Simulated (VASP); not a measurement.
# Sb (R-3m) in VASP: a series of runs, part 3 of 3

VASP 6.6.1.

**6. Relaxation of cell and atoms, PBE+D3(BJ)**

Input file INCAR:

```
PREC = Accurate
ENCUT = 600
EDIFF = 1E-6
ISMEAR = 1
SIGMA = 0.1
LREAL = False
LASPH = True
NELM = 80
ALGO = Normal
ISIF = 3
LWAVE = False
LCHARG = False
GGA = PE
IVDW = 12
IBRION = 2
NSW = 90
EDIFFG = -0.01
KPAR = 2
```

Input file KPOINTS:

```
Automatic mesh
0
Gamma
  10 10 10
```

Input file POSCAR:

```
Sb
1.0
    2.1542000000      1.2437279499      3.7580000000
   -2.1542000000      1.2437279499      3.7580000000
    0.0000000000     -2.4874558998      3.7580000000
Sb
2
Direct
    0.2334900000      0.2334900000      0.2334900000
    0.7665100000      0.7665100000      0.7665100000
```

Potentials or basis: VASP PAW PBE potentials, release 64 (Sb).

Run with:

```sh
cat potpaw_PBE.64/Sb/POTCAR > POTCAR
mpirun -np 2 vasp_std > vasp.out
```

OUTCAR:

```text
PREC = Accurate
   ENCUT = 600
   EDIFF = 1E-6
   ISMEAR = 1
   LREAL = False
   LASPH = True
   NELM = 80
   ISIF = 3
   GGA = PE
   IVDW = 12
   IBRION = 2
   NSW = 90
   EDIFFG = -0.01
 IVDW          = 12

 ion  position               nearest neighbor table
   1  0.233  0.233  0.233-   2 2.91   2 2.91   2 2.91   2 3.35   2 3.35   2 3.35
   2  0.767  0.767  0.767-   1 2.91   1 2.91   1 2.91   1 3.35   1 3.35   1 3.35

  LATTYP: Found a trigonal (rhomboedric) cell.
 ALAT       =     4.5066618304
 COS(alpha) =     0.5430253624

  Lattice vectors:

 A1 = (   2.1542000000,   1.2437279499,   3.7580000000)
 A2 = (  -2.1542000000,   1.2437279499,   3.7580000000)
 A3 = (   0.0000000000,  -2.4874558998,   3.7580000000)

Analysis of symmetry for initial positions (statically):
=====================================================================
 Subroutine PRICEL returns:
 Original cell was already a primitive cell.

 Routine SETGRP: Setting up the symmetry group for a
 trigonal (rhombohedral) supercell.

 Subroutine GETGRP returns: Found 12 space group operations
 (whereof 12 operations were pure point group operations)
 out of a pool of 12 trial point group operations.

The static configuration has the point symmetry D_3d.

[... 152 lines left out ...]

 number of electron      10.0000000 magnetization

 Free energy of the ion-electron system (eV)
  ---------------------------------------------------
  ext. energy  EPLUGINS =         0.00000000
  ---------------------------------------------------
  free energy    TOTEN  =        -8.25296810 eV

  energy without entropy =       -8.25298583  energy(sigma->0) =       -8.25297401

------------------------ aborting loop because EDIFF is reached ----------------------------------------

 Edisp (eV)   -0.94507

 E8    (eV) :    -0.4410
[... 271 lines left out ...]
--------------------------------------- Ionic step        8  -------------------------------------------

 number of electron      10.0000000 magnetization

 Free energy of the ion-electron system (eV)
  ---------------------------------------------------
  ext. energy  EPLUGINS =         0.00000000
  ---------------------------------------------------
  free energy    TOTEN  =        -8.24786533 eV

  energy without entropy =       -8.24773079  energy(sigma->0) =       -8.24782048

 E-fermi :   7.3545     XC(G=0):  -9.6025

 val. band max:        7.3507947490   @ k =   0.4000   0.1000   0.1000
 cond. band min:       7.4275783705   @ k =  -0.4000   0.5000   0.4000
 fundamental gap:      0.0767836214
 Fermi energy:         7.3545329860

 k-point     1 :       0.0000    0.0000    0.0000
  band No.  band energies     occupation
      1      -5.3197      2.00000
      2       2.7227      2.00000
      3       5.4431      2.00000
      4       5.5921      2.00000
      5       5.5921      2.00000
      6       9.7904      0.00000
      7      10.2518      0.00000
      8      10.2518      0.00000
      9      12.3461      0.00000
[... 265 lines left out ...]
 k-point    24 :       0.4000    0.3000   -0.0000
  band No.  band energies     occupation
      1      -3.6345      2.00000
      2      -0.1812      2.00000
      3       3.0867      2.00000
      4       4.0518      2.00000
      5       4.2649      2.00000
      6       9.6251      0.00000
      7      11.4734      0.00000
      8      11.6841      0.00000
      9      12.0196      0.00000

 [... further k-points ...]

------------------------ aborting loop because EDIFF is reached ----------------------------------------

 Edisp (eV)   -0.95888

 E8    (eV) :    -0.4474
[... 25 lines left out ...]
  FREE ENERGIE OF THE ION-ELECTRON SYSTEM (eV)
  ---------------------------------------------------
  free  energy   TOTEN  =        -9.2067441191 eV

  energy  without entropy=       -9.2066095780  energy(sigma->0) =       -9.20669927

 reached required accuracy - stopping structural energy minimisation
```

OSZICAR:

```text
N       E                     dE             d eps       ncg     rms          rms(c)
DAV:   1     0.418817591835E+02    0.41882E+02   -0.39934E+03  2088   0.977E+02
DAV:   2    -0.642472255309E+01   -0.48306E+02   -0.47419E+02  2906   0.133E+02
[... 49 lines left out ...]
   7 F= -.92067086E+01 E0= -.92066675E+01  d E =-.655649E-04
       N       E                     dE             d eps       ncg     rms          rms(c)
DAV:   1    -0.824787219544E+01   -0.39778E-03   -0.28412E-03  2155   0.311E-01    0.220E-02
DAV:   2    -0.824786893188E+01    0.32636E-05   -0.70826E-05  2159   0.674E-02    0.132E-02
DAV:   3    -0.824786527830E+01    0.36536E-05   -0.16235E-05  2593   0.252E-02    0.237E-03
DAV:   4    -0.824786533127E+01   -0.52975E-07   -0.13278E-06  1190   0.913E-03
   8 F= -.92067441E+01 E0= -.92066993E+01  d E =-.101036E-03
```

CONTCAR:

```text
Sb
   1.00000000000000
     2.1624919382945449    1.2485153027065923    3.6776869394426686
    -2.1624919382945449    1.2485153027065923    3.6776869394426686
    -0.0000000000000000   -2.4970306054131846    3.6776869394426686
  Sb
     2
Direct
     0.2365032207194499    0.2365032207194499    0.2365032207194499
     0.7634967792805499    0.7634967792805499    0.7634967792805499

  0.00000000E+00  0.00000000E+00  0.00000000E+00
  0.00000000E+00  0.00000000E+00  0.00000000E+00
```

Run time: 44 s. Hardware: 2 MPI ranks of Intel Xeon 6975P-C (Granite Rapids), shared host; peak memory 0.25 GiB.

Results:

- Free energy: -9.2067 eV
- Relaxed volume: 29.79 Å³/atom
- Relaxed cell: a = 4.445 Å, b = 4.445 Å, c = 4.445 Å, α = 58.22°, β = 58.22°, γ = 58.22°
- Space group after relaxing (to 0.05 Å): R-3m (No. 166)
- Energy gained by relaxing: 4.4 meV/atom
- Ionic steps: 8
- Pressure after relaxing: 0.0 GPa
- Largest force after relaxing: 0.006 eV/Å
- Band gap on the k mesh: none (metal or under the smearing width)
- Dispersion energy per atom: -0.479 eV

Forces in eV/Å, atoms in the order of the input:
```
Sb   0.000  0.000 -0.006
Sb   0.000  0.000  0.006
```

The path:
| step | energy change (eV) | largest force (eV/Å) | pressure (GPa) | volume (Å³) |
| --- | --- | --- | --- | --- |
| 1 | 0.0000 | 0.2263 | 0.19 | 60.41 |
| 2 | -0.0039 | 0.0906 | -0.45 | 60.73 |
| 3 | -0.0042 | 0.0363 | -0.72 | 60.87 |
| 4 | -0.0070 | 0.0165 | -0.44 | 60.34 |
| 5 | -0.0086 | 0.0081 | -0.02 | 59.62 |
| 6 | -0.0086 | 0.0108 | 0.03 | 59.54 |
| 7 | -0.0087 | 0.0090 | 0.01 | 59.55 |
| 8 | -0.0087 | 0.0060 | -0.02 | 59.58 |

Final structure:
```xyz
2
Lattice="2.1625 1.2485 3.6777 -2.1625 1.2485 3.6777 0.0000 -2.4970 3.6777" Properties=species:S:1:pos:R:3 pbc="T T T"
Sb    0.0000    0.0000    2.6094
Sb    0.0000    0.0000    8.4237
```

Caveat: pairwise dispersion overbinds metals, which lowers pressure and volume.

**7. Summary**

```csv
level,potentials or basis,cell,target pressure,gap on the mesh (eV),pressure (GPa),relaxed volume (Å³/atom)
LDA,"VASP PAW LDA potentials, release 64 (Sb)",relaxed to 6.4 GPa,6.4 GPa,none,6.4,-
r2SCAN+rVV10,"VASP PAW PBE potentials, release 64 (Sb)",relaxed,-,none,0.0,30.79
PBE+D3(BJ),"VASP PAW PBE potentials, release 64 (Sb)",relaxed,-,none,0.0,29.79
```

Alike in all rows: task relaxation of cell and atoms; no spin polarisation; k mesh 10 × 10 × 10; cutoff (eV) 600; smearing methfessel-paxton 0.1 eV.

Caveats: pairwise dispersion overbinds metals, which lowers pressure and volume (some runs); the relaxation stopped at its first step, so nothing moved (some runs); the cell is relaxed towards a set pressure, so the enthalpy falls and the energy may rise (some runs); the PAW data sets were made with another functional, which shifts forces and pressure a little (some runs).

Total energies depend on the potentials used, so only differences within one code and one set of settings carry meaning.
